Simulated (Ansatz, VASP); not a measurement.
## CuO: VASP beside Ansatz

```xyz
4
Lattice="3.2880 0.0000 0.0000 -1.6440 2.8475 0.0000 0.0000 0.0000 5.3850" Properties=species:S:1:pos:R:3 pbc="T T T"
Cu    1.6440    0.9492    0.0000
Cu    0.0000    1.8983    2.6925
O     1.6440    0.9492    3.3667
O     0.0000    1.8983    0.6742
```

Measurements of this composition are mostly on another form, of space group No. 15.

Alike in both runs: functional RPBE; k mesh 9 × 9 × 5; occupations fermi-dirac, width 0.05 eV; no spin polarisation.

```csv
,VASP,Ansatz
version,VASP 6.6.1,Ansatz 0.2.0
potentials or method,"VASP PAW PBE potentials, release 64 (Cu, O)",Ansatz PAW
plane-wave cutoff (eV),520,420
valence electrons in the cell,34,50
task,single point,band structure
```

Ansatz gave:

* gap on the k mesh at the Fermi level (eV): none
* pressure (GPa): -4.7
* largest component of the traceless stress (GPa): 0.91
* rms of the force components (eV/Å): 0.044

**Question.** Estimate VASP's values.

**Answer.** gap on the k mesh at the Fermi level (eV): none; pressure (GPa): -4.2; largest component of the traceless stress (GPa): 0.88; rms of the force components (eV/Å): 0.043.

Atom by atom the forces differ by 0.001 eV/Å (rms over components). A gap of «none» marks a metal or a gap that the smearing closes. The two sets of potentials don't hold the same shells in valence.

Caveats: the run has no spin polarisation, though such a crystal can be magnetic; semilocal functionals often make such compounds metallic where correlation or magnetic order opens a gap, which also shifts bond lengths; the PAW data sets were made with another functional, which shifts forces and pressure a little (VASP); the pressure holds a Pulay correction of +0.5 GPa for the finite cutoff (Ansatz); the PAW data sets come from PBE, with cores solved anew for the run's functional, which leaves a small shift of forces and pressure (Ansatz).
